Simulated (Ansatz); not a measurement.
input.yaml

```yaml
crystal:
  lattice:
    - [3.8822785428, 0.0, 0.0]
    - [-1.9411392714, 3.3621518426, 0.0]
    - [0.0, 0.0, 26.0945350474]
  atoms:
    - { symbol: O, position: [0.3333333333, 0.6666666667, 0.2874165026] }
    - { symbol: Ba, position: [0.6666666667, 0.3333333333, 0.3481546447] }
    - { symbol: O, position: [0.0, 0.0, 0.4088927868] }
    - { symbol: Ba, position: [0.3333333333, 0.6666666667, 0.4696309289] }
    - { symbol: O, position: [0.6666666667, 0.3333333333, 0.5303690711] }
    - { symbol: Ba, position: [0.0, 0.0, 0.5911072132] }
    - { symbol: O, position: [0.3333333333, 0.6666666667, 0.6518453553] }
    - { symbol: Ba, position: [0.6666666667, 0.3333333333, 0.7125834974] }
basis:
  ecutwfc: 420
kpoints:
  mp_grid: { grid: [9, 9, 1] }
hamiltonian:
  xc: pbesol
scf:
  occupations: { method: gaussian, width: 0.05 }
output:
  forces: true
  stress: true
  eigenvalues: true
efield:
  axis: 3
  dipole_correction: true
```

It can be run as
```bash
ansatz run input.yaml --threads 1 --pin off --backend cpu --events-out ev --progress --plain --runs-dir out  # memory cap (--max-ram) not shown
```

The calculation used DFT PBEsol, scalar-relativistic, plane waves, PAW (Ansatz).

Part of what the program printed, abridged (iterations and final results):

```
SCF iter   1: F=—  HF=-25699.503346 eV  |F-HF|=—  |Δ(HF+E_count)|=         —  Δρ=2.20e-2  dr2=2.25e1  ethr=1.77e-3  p=0.337 e·Å  D=1.79e-1 V/Å  ΔV_dip=-4.67 eV  dr2_dipole=1.97e1  V_vac-E_F(+/−)=3.57/8.25 eV  ⟨swp⟩=15.2  Hψ=3627  notcnv=0  defer=8
efield: sawtooth ramp at fractional position 0.9500 (placed from the atoms, in the widest stretch of the axis that holds none; the zero of the levels goes with the place), width 0.1000; the density the first Hamiltonian is built on has a dipole p = 0.337 e·Å; the dipole correction subtracts the counter field D = 1.79e-1 V/Å, which shifts the + side's vacuum level by -4.67 eV against the − side's; the planar-averaged density in the ramp window peaks in size at 2.5e-5 e/Å³
SCF iter   2: F=—  HF=-26928.359235 eV  |F-HF|=—  |Δ(HF+E_count)|=    1.23e3  Δρ=5.90e-1  dr2=4.73e4  ethr=1.77e-3  p=4.275 e·Å  D=2.27e0 V/Å  ΔV_dip=-59.27 eV  dr2_dipole=4.46e4  V_vac-E_F(+/−)=-15.11/44.15 eV  ⟨swp⟩=31.9  Hψ=15265  notcnv=0  defer=75  recentre
SCF iter   3: F=—  HF=-25701.011528 eV  |F-HF|=—  |Δ(HF+E_count)|=    1.23e3  Δρ=9.53e-2  dr2=3.59e2  ethr=1.77e-3  p=0.442 e·Å  D=2.35e-1 V/Å  ΔV_dip=-6.12 eV  dr2_dipole=3.03e2  V_vac-E_F(+/−)=2.01/8.13 eV  ⟨swp⟩=19.2  Hψ=9401  notcnv=0  defer=39
SCF iter   4: F=—  HF=-25699.231181 eV  |F-HF|=—  |Δ(HF+E_count)|=    1.78e0  Δρ=6.16e-3  dr2=4.24e-1  ethr=1.77e-3  p=0.358 e·Å  D=1.90e-1 V/Å  ΔV_dip=-4.97 eV  dr2_dipole=6.33e-2  V_vac-E_F(+/−)=3.25/8.22 eV  ⟨swp⟩=9.3  Hψ=1327  notcnv=0  defer=30
SCF iter   5: F=—  HF=-25699.352518 eV  |F-HF|=—  |Δ(HF+E_count)|=   1.21e-1  Δρ=2.21e-2  dr2=1.41e1  ethr=6.63e-4  p=0.342 e·Å  D=1.82e-1 V/Å  ΔV_dip=-4.74 eV  dr2_dipole=1.00e1  V_vac-E_F(+/−)=3.54/8.30 eV  ⟨swp⟩=4.7  Hψ=708  notcnv=0  defer=26  recentre
SCF iter   6: F=—  HF=-25699.218690 eV  |F-HF|=—  |Δ(HF+E_count)|=   1.34e-1  Δρ=9.83e-3  dr2=8.14e-1  ethr=6.63e-4  p=0.350 e·Å  D=1.86e-1 V/Å  ΔV_dip=-4.85 eV  dr2_dipole=2.29e-1  V_vac-E_F(+/−)=3.46/8.33 eV  ⟨swp⟩=4.2  Hψ=594  notcnv=0  defer=22
SCF iter   7: F=—  HF=-25699.211835 eV  |F-HF|=—  |Δ(HF+E_count)|=   6.86e-3  Δρ=1.23e-2  dr2=4.56e0  ethr=6.63e-4  p=0.328 e·Å  D=1.74e-1 V/Å  ΔV_dip=-4.55 eV  dr2_dipole=3.11e0  V_vac-E_F(+/−)=3.87/8.47 eV  ⟨swp⟩=4.2  Hψ=706  notcnv=0  defer=32  recentre
SCF iter   8: F=—  HF=-25699.189227 eV  |F-HF|=—  |Δ(HF+E_count)|=   2.26e-2  Δρ=2.97e-3  dr2=7.17e-2  ethr=6.63e-4  p=0.336 e·Å  D=1.79e-1 V/Å  ΔV_dip=-4.66 eV  dr2_dipole=1.74e-5  V_vac-E_F(+/−)=3.81/8.51 eV  ⟨swp⟩=3.9  Hψ=538  notcnv=0  defer=25
SCF iter   9: F=—  HF=-25699.204932 eV  |F-HF|=—  |Δ(HF+E_count)|=   1.57e-2  Δρ=1.25e-2  dr2=5.38e0  ethr=1.12e-4  p=0.349 e·Å  D=1.85e-1 V/Å  ΔV_dip=-4.83 eV  dr2_dipole=4.13e0  V_vac-E_F(+/−)=3.64/8.51 eV  ⟨swp⟩=4.9  Hψ=614  notcnv=0  defer=21  recentre
SCF iter  10: F=—  HF=-25699.193737 eV  |F-HF|=—  |Δ(HF+E_count)|=   1.12e-2  Δρ=5.67e-3  dr2=1.71e0  ethr=1.12e-4  p=0.364 e·Å  D=1.94e-1 V/Å  ΔV_dip=-5.05 eV  dr2_dipole=1.52e0  V_vac-E_F(+/−)=3.46/8.53 eV  ⟨swp⟩=4.6  Hψ=736  notcnv=0  defer=21
   ...
SCF iter  16: F=—  HF=-25699.185058 eV  |F-HF|=—  |Δ(HF+E_count)|=   1.24e-5  Δρ=1.82e-4  dr2=5.03e-4  ethr=1.48e-6  p=0.394 e·Å  D=2.09e-1 V/Å  ΔV_dip=-5.46 eV  dr2_dipole=2.85e-4  V_vac-E_F(+/−)=3.06/8.53 eV  ⟨swp⟩=1.9  Hψ=492  notcnv=0  defer=18
SCF iter  17: F=—  HF=-25699.185055 eV  |F-HF|=—  |Δ(HF+E_count)|=   3.24e-6  Δρ=2.62e-4  dr2=2.44e-4  ethr=7.86e-7  p=0.394 e·Å  D=2.09e-1 V/Å  ΔV_dip=-5.46 eV  dr2_dipole=7.04e-5  V_vac-E_F(+/−)=3.07/8.53 eV  ⟨swp⟩=1.2  Hψ=466  notcnv=0  defer=18
SCF iter  18: F=—  HF=-25699.185048 eV  |F-HF|=—  |Δ(HF+E_count)|=   7.19e-6  Δρ=1.06e-4  dr2=4.33e-4  ethr=3.81e-7  p=0.393 e·Å  D=2.09e-1 V/Å  ΔV_dip=-5.45 eV  dr2_dipole=4.16e-4  V_vac-E_F(+/−)=3.07/8.52 eV  ⟨swp⟩=1.8  Hψ=491  notcnv=0  defer=18  recentre
SCF iter  19: F=—  HF=-25699.185049 eV  |F-HF|=—  |Δ(HF+E_count)|=   1.46e-6  Δρ=1.29e-4  dr2=7.48e-4  ethr=3.81e-7  p=0.394 e·Å  D=2.09e-1 V/Å  ΔV_dip=-5.46 eV  dr2_dipole=6.92e-4  V_vac-E_F(+/−)=3.06/8.52 eV  ⟨swp⟩=1.2  Hψ=476  notcnv=0  defer=18
SCF iter  20: F=—  HF=-25699.185041 eV  |F-HF|=—  |Δ(HF+E_count)|=   8.46e-6  Δρ=5.97e-5  dr2=4.22e-5  ethr=3.81e-7  p=0.393 e·Å  D=2.09e-1 V/Å  ΔV_dip=-5.45 eV  dr2_dipole=3.08e-5  V_vac-E_F(+/−)=3.07/8.52 eV  ⟨swp⟩=1.2  Hψ=466  notcnv=0  defer=18
SCF iter  21: F=—  HF=-25699.185156 eV  |F-HF|=—  |Δ(HF+E_count)|=   1.15e-4  Δρ=1.71e-5  dr2=7.15e-7  ethr=6.60e-8  p=0.393 e·Å  D=2.09e-1 V/Å  ΔV_dip=-5.45 eV  dr2_dipole=2.03e-7  V_vac-E_F(+/−)=3.07/8.52 eV  ⟨swp⟩=2.2  Hψ=525  notcnv=0  defer=18
SCF iter  22: F=—  HF=-25699.185156 eV  |F-HF|=—  |Δ(HF+E_count)|=   3.02e-7  Δρ=1.08e-5  dr2=5.20e-7  ethr=1.12e-9  p=0.394 e·Å  D=2.09e-1 V/Å  ΔV_dip=-5.46 eV  dr2_dipole=6.38e-8  V_vac-E_F(+/−)=3.07/8.52 eV  ⟨swp⟩=2.6  Hψ=799  notcnv=0  defer=18
SCF iter  23: F=—  HF=-25699.185156 eV  |F-HF|=—  |Δ(HF+E_count)|=   1.35e-9  Δρ=1.66e-5  dr2=7.99e-7  ethr=8.13e-10  p=0.394 e·Å  D=2.09e-1 V/Å  ΔV_dip=-5.46 eV  dr2_dipole=1.16e-7  V_vac-E_F(+/−)=3.06/8.52 eV  ⟨swp⟩=2.4  Hψ=829  notcnv=0  defer=18
SCF iter  24: F=—  HF=-25699.185156 eV  |F-HF|=—  |Δ(HF+E_count)|=   4.16e-8  Δρ=7.93e-6  dr2=2.89e-7  ethr=8.13e-10  p=0.394 e·Å  D=2.09e-1 V/Å  ΔV_dip=-5.46 eV  dr2_dipole=9.42e-8  V_vac-E_F(+/−)=3.06/8.52 eV  ⟨swp⟩=2.2  Hψ=536  notcnv=0  defer=18
SCF iter  25: F=-25699.185156 eV  HF=-25699.185156 eV  |F-HF|=6.30e-8  |Δ(HF+E_count)|=   8.42e-9  Δρ=3.12e-6  dr2=6.04e-8  ethr=1.56e-10  p=0.394 e·Å  D=2.09e-1 V/Å  ΔV_dip=-5.46 eV  dr2_dipole=2.08e-8  V_vac-E_F(+/−)=3.06/8.52 eV  ⟨swp⟩=27.9  Hψ=4322  notcnv=0
WARN: efield: at this solve's end the planar-averaged density reaches 7.88e-5 e/Å³ inside the ramp window [0.9117, 0.0883] (bound 1e-5 e/Å³); the window's nearer edge stands 5.20 Å from this solve's nearest atom along the axis. Its work functions, free energy, forces, stress, dipole, levels and responses can be off, and this figure does not tell by how much. A short vacuum, a low `basis.ecutwfc` or `basis.ecutrho_ratio` and negative occupations (`scf.occupations.method`) can put density there. See the manual's quickstart, § The vacuum guard
SCF 1 converged in 25 iterations: F = -25699.185156 eV  dr2 = 6.04e-8
SCF converged after 25 iterations
Free energy (F): -25699.185156 eV
Harris-Foulkes:  -25699.185156 eV  (|F-HF|=6.30e-8)
Internal energy: -25699.147777 eV  (E = F + TS)
E sigma→0 (E₀):  -25699.166467 eV
Entropy (-TS):   -0.037378 eV (-4.672 meV/atom)
Fermi energy:    1.902948 eV
Dipole field:    D = 0.208950 V/Å  (p = 0.393309 e·Å, saw-weighted, corrected)
Work function:   Φ+ = 3.0667 eV   Φ− = 8.5207 eV
Levels:          The Fermi level and band energies are counted from a zero that moves with the ramp; work functions are not
Vacuum region:   at the solve's end the planar-averaged density reaches 7.88e-5 e/Å³ inside the ramp window [0.9117, 0.0883] (bound 1e-5 e/Å³)
--- Per-component energies (eV) ---
  E_band       = -559.818459
  E_kinetic    = 1370.469966
  E_local      = -34949.953357  (includes V_loc(G=0)·N_el)
  E_nonlocal   = 427.632621
  E_hartree    = 16900.481273
  E_xc         = -961.197684
  E_vxc        = -919.366819  (∫ρ·V_xc dr)
  E_paw        = -21168.404797  (= ΣΔE_a)
  E_vpaw       = -287.001948  (= ΣTr[D̂ρ^β])
  E_aug_tail   = 0.009434  (compensation charges beyond the density's cutoff)
  E_efield     = 0.041091  (sawtooth field / dipole correction)
  E_vefield    = -2.567189  (∫n·V_field dr)
  E_ewald      = 12681.026790
  E_core_change = 0.746884  (= ΣΔE_core)
  E_smearing   = -0.037378  (= −TS)
--- Forces (eV/Å), atoms counted from 1 ---
  atom   1  O      0.00000000     0.00000000     2.16444208
  atom   2  Ba     0.00000000     0.00000000    -2.56575015
  atom   3  O      0.00000000     0.00000000     0.77199810
  atom   4  Ba     0.00000000     0.00000000    -0.65499049
  atom   5  O      0.00000000     0.00000000     0.63222589
  atom   6  Ba     0.00000000     0.00000000    -0.62760034
  atom   7  O      0.00000000     0.00000000     0.82031758
  atom   8  Ba     0.00000000     0.00000000    -0.54072597
--- Stress (GPa, compression-positive) ---
       -0.334024       0.000000       0.000000
        0.000000      -0.334024       0.000000
        0.000000       0.000000      -1.832745
  P = ⅓ Tr σ = -0.8336 GPa (-8.336 kbar)
--- Band table (eV; the first three rows and the last of 12) ---
  k-point 0: bands = ["-26.9196", "-25.3700", "-24.6035", "-23.6201", "-15.9483", "-14.8215", "-14.0432", "-12.8664", "-11.8170", "-11.5284", "-11.5284", "-10.1017", "-10.0190", "-10.0190", "-9.3203", "-9.2541", "-9.2541", "-8.2715", "-8.2715", "-8.2390", "-2.1282", "-1.6554", "-1.6554", "-0.9010", "-0.5264", "-0.5264", "0.0453", "0.2876", "0.2876", "0.9962", "1.5399", "1.8146", "1.8146", "2.5701", "4.2690", "4.2690", "4.5024", "4.5868", "5.1916", "5.5185"]
  k-point 1: bands = ["-26.9005", "-25.3481", "-24.5823", "-23.5995", "-15.9467", "-14.8285", "-14.0637", "-12.8826", "-11.8952", "-11.6008", "-11.5663", "-10.1807", "-10.1026", "-10.0618", "-9.3925", "-9.3298", "-9.2946", "-8.3678", "-8.3098", "-8.2758", "-1.9843", "-1.6767", "-1.6220", "-0.7724", "-0.5422", "-0.4981", "0.1329", "0.2773", "0.3078", "1.1791", "1.5525", "1.8001", "1.8187", "2.6387", "3.7772", "4.4718", "4.5340", "4.8260", "5.0992", "5.3846"]
  k-point 2: bands = ["-26.8516", "-25.2918", "-24.5279", "-23.5464", "-15.9566", "-14.8528", "-14.1110", "-12.9152", "-12.1158", "-11.7418", "-11.6602", "-10.4561", "-10.2189", "-10.1668", "-9.6374", "-9.4376", "-9.3945", "-8.5904", "-8.4046", "-8.3659", "-1.8386", "-1.5943", "-1.5615", "-0.6672", "-0.4407", "-0.4355", "0.2062", "0.3631", "0.3831", "1.5368", "1.6162", "1.8355", "1.8384", "2.4856", "3.6326", "4.1761", "4.9856", "5.0377", "5.0789", "5.5759"]
  k-point 11: bands = ["-26.7307", "-25.1518", "-24.3920", "-23.4138", "-16.0277", "-14.9303", "-14.2016", "-12.9662", "-12.4636", "-12.0938", "-12.0397", "-10.7060", "-10.6593", "-10.6536", "-9.8585", "-9.8158", "-9.8156", "-8.8193", "-8.7673", "-8.6503", "-1.6465", "-1.5075", "-1.4181", "-0.4571", "-0.3247", "-0.3028", "0.4305", "0.5265", "0.5362", "1.5737", "1.8692", "1.9345", "2.8467", "2.9520", "3.9178", "4.1960", "5.0868", "5.5604", "5.7129", "6.2013"]
```

The calculation finished and met its thresholds.

 Spin polarisation was left out, and a magnetic state may lie lower.